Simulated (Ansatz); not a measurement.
**HgTe: relaxation of cell and atoms with PBEsol**

HgTe:

```
CELL_PARAMETERS angstrom
-3.04560 3.04560 1.55941
3.04560 -3.04560 1.55941
3.04560 3.04560 -1.55941
ATOMIC_POSITIONS crystal
Hg 0.75000 0.25000 0.50000
Te 0.00000 0.00000 0.00000
```

Measurements of this composition are mostly on another form, of space group No. 216.

* Program: Ansatz 0.2.0
* Task: relaxation of cell and atoms
* Functional: PBEsol
* Potentials or basis: all-electron LAPW, scalar-relativistic
* Basis error allowed: 0.001 eV/atom
* k mesh: 10 × 10 × 10
* Occupations: fermi-dirac, width 0.05 eV
* Spin: no spin polarisation

The relaxed volume is 26.61 Å³/atom and the relaxed cell is a = 4.382 Å, b = 4.382 Å, c = 4.382 Å, α = 97.64°, β = 97.64°, γ = 137.23°. The space group after relaxing (to 0.05 Å) is I-4m2 (No. 119) and the energy gained by relaxing is 54.3 meV/atom. The ionic steps are 6. The pressure after relaxing is 0.0 GPa.

The path:
| step | energy change (eV) | largest force (eV/Å) | volume (Å³) |
| --- | --- | --- | --- |
| 1 | 0.0000 | 0.0000 | 57.86 |
| 2 | -0.0981 | 0.0000 | 52.62 |
| 3 | -0.1061 | 0.0000 | 52.60 |
| 4 | -0.1083 | 0.0000 | 53.41 |
| 5 | -0.1085 | 0.0000 | 53.21 |
| 6 | -0.1085 | 0.0000 | 53.21 |

Final structure:
```xyz
2
Lattice="-2.8853 2.8853 1.5980 2.8853 -2.8853 1.5980 2.8853 2.8853 -1.5980" Properties=species:S:1:pos:R:3 pbc="T T T"
Hg    0.0000    2.8853    0.7990
Te    0.0000    0.0000    0.0000
```

It took 6.4 min on 1 thread of Intel(R) Xeon(R) Processor @ 2.50GHz (Skylake/Cascade Lake) (shared host), peak memory 0.53 GiB.

Spin-orbit coupling is left out, which matters for the levels of Hg, Te.
